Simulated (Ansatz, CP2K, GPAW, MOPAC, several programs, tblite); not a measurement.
# Many methods on one cell: MgSe (Fm-3m)

MgSe (started from an entry of an open crystallographic database), relaxed with r2SCAN in Ansatz, was computed with several methods. Space group Fm-3m (No. 225), cubic; conventional cell a = 5.473 Å, 20.49 Å³ an atom. Mg is surrounded by 6 Se at 2.74 Å; Se is surrounded by 6 Mg at 2.74 Å. No spin polarisation and no zero-point or thermal motion.

Space group Fm-3m (No. 225). a = 5.473 Å, b = 5.473 Å, c = 5.473 Å, α = 90.00°, β = 90.00°, γ = 90.00°
```
atom  site  symmetry       x       y       z
  Mg    4a      m-3m  0.0000  0.0000  0.0000
  Se    4b      m-3m  0.5000  0.0000  0.0000
```

Gaps and times are for a single point on this cell; volume and bulk modulus come from each method's own relaxation or energy curve at fixed shape. Times are rough, from shared hosts (Arm Neoverse V1), and each method has its own mesh and cell size. A dagger marks a closed or tiny gap in a crystal that DFT finds insulating: a failure of the method or a wrong SCF state. PM7 (MOPAC): levels, charges or heat of formation failed a check of plausibility, so no values are given. A star marks a curve whose lowest point is an end point. PM6 (MOPAC), PM7 (MOPAC), GFN1-xTB (tblite), GFN2-xTB (tblite) treat a cluster of cells at its zone centre, which samples few k points: where these miss a band edge, the gap comes out too large for that reason alone. Gaps from k meshes are read at a limited set of points (mesh, symmetry points, PBE's band edges), so each method's own least gap may be somewhat smaller. xTB and the PM methods were fitted mostly to molecules, and can miss a solid's gap by electronvolts. Minimal bases can be far off for gaps. GLLB-SC's gap includes the derivative discontinuity. d marks a direct gap, i an indirect one (no mark: not told apart), a dash a value that wasn't computed or didn't pass its checks.

```tsv
method	kind	gap (eV)	own volume (Å³/atom)	bulk modulus (GPa)	atoms computed	processor time
light PBE (260 eV and a coarse mesh)	light plane-wave	1.80 i	–	–	2	0.81 s
PBE	semilocal	1.80 i	20.90	61	2	1.8 s
GFN1-xTB (tblite)	tight binding	0.00†	20.63	58	64	3.7 s
r2SCAN	semilocal	2.48 i	20.49	66	2	4 s
PBE/SZV (CP2K)	small basis	0.23 i	22.67*	51*	2	6.5 s
PM6 (MOPAC)	semi-empirical	2.55	–	–	64	6.7 s
GFN2-xTB (tblite)	tight binding	0.14†	–	–	64	8.4 s
PBE/single zeta (GPAW)	small basis	1.98 i	–	–	2	8.6 s
GLLB-SC (GPAW)	model potential	3.94	–	–	2	9.4 s
PBE/DZVP (CP2K)	small basis	1.68 i	21.53	61	2	9.7 s
PM7 (MOPAC)	semi-empirical	–	–	–	64	16 s
```

Against r2SCAN (2.48 eV) and with closed or daggered gaps left aside, the nearest gap at the points sampled is that of PM6 (MOPAC) (+0.07 eV) and the farthest that of PBE/SZV (CP2K) (-2.25 eV). r2SCAN is only a yardstick of convenience: semilocal gaps usually lie below measured ones, which GLLB-SC and hybrids aim to mend.

Volumes against r2SCAN's: PBE +2.0 %, GFN1-xTB (tblite) +0.7 %, PBE/DZVP (CP2K) +5.1 %.

Spin-orbit coupling is left out.
